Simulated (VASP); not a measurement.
# MnS: DFT+U with U raised in steps, by symmetry

MnS, F-43m (no. 216), 4 atoms in the cell. PBE, DFT+U, U raised in steps; PAW potentials Mn_pv, S (PBE set).

| Symmetry (ISYM) | U at once less U in steps (meV/atom) | Gap with U at once (eV) | Time (s) |
|---|---|---|---|
| 0 | -1244.6 | 0.00 | 475 |
| 2 | -1244.5 | 0.00 | 279 |

## Input of the first row

INCAR.step1:
```
PREC = Accurate
ENCUT = 520
EDIFF = 1E-6
NELM = 200
ALGO = Normal
ISMEAR = 0
SIGMA = 0.05
LREAL = False
LASPH = True
LMAXMIX = 4
LORBIT = 11
LWAVE = True
LCHARG = True
GGA = PE
ISPIN = 2
MAGMOM = 5 5 0 0
ISYM = 0
AMIX = 0.2
BMIX = 1E-4
AMIX_MAG = 0.8
BMIX_MAG = 1E-4
LDAU = True
LDAUTYPE = 2
LDAUL = 2 -1
LDAUU = 0 0
LDAUJ = 0 0
LDAUPRINT = 1
```

INCAR.step2, as INCAR.step1 but for:
```
- LDAUU = 0 0
+ LDAUU = 1 0
+ ISTART = 1
+ ICHARG = 1
```

INCAR.step3, as INCAR.step2 but for:
```
- LDAUU = 1 0
+ LDAUU = 2 0
```

INCAR.step4 to INCAR.step7 change the same tag again: LDAUU = 3 0, 4 0, 5 0, 6 0.

INCAR.step8, as INCAR.step7 but for:
```
- LWAVE = True
- LCHARG = True
- ISTART = 1
- ICHARG = 1
+ LWAVE = False
+ LCHARG = False
```

KPOINTS:
```
k-points
0
Gamma
  6 6 4
```

POSCAR:
```
MnS
1.0
    0.0000000000      2.4734634191      2.4734634191
    0.0000000000     -2.4734634191      2.4734634191
    4.9469268382      0.0000000000      0.0000000000
Mn S
2 2
Direct
    0.0000000000      0.0000000000      0.0000000000
    0.5000000000      0.5000000000      0.5000000000
    0.5000000000      0.0000000000      0.7500000000
    0.0000000000      0.5000000000      0.2500000000
```

Commands (each step's output is kept before the next begins):
```
cat potpaw_PBE.64/Mn_pv/POTCAR potpaw_PBE.64/S/POTCAR > POTCAR
cp INCAR.step1 INCAR
mpirun -np 4 vasp_std > vasp.out
cp INCAR.step2 INCAR
mpirun -np 4 vasp_std > vasp.out
cp INCAR.step3 INCAR
mpirun -np 4 vasp_std > vasp.out
cp INCAR.step4 INCAR
mpirun -np 4 vasp_std > vasp.out
cp INCAR.step5 INCAR
mpirun -np 4 vasp_std > vasp.out
cp INCAR.step6 INCAR
mpirun -np 4 vasp_std > vasp.out
cp INCAR.step7 INCAR
mpirun -np 4 vasp_std > vasp.out
rm WAVECAR CHGCAR CHG
cp INCAR.step8 INCAR
mpirun -np 4 vasp_std > vasp.out
```

Changes of the last row against the first:
```
(all steps)
- ISYM = 0
+ ISYM = 2
```

VASP 6.6.1 took 475 s on 4 cores (Intel Xeon 6975P-C (Granite Rapids)), a shared host.
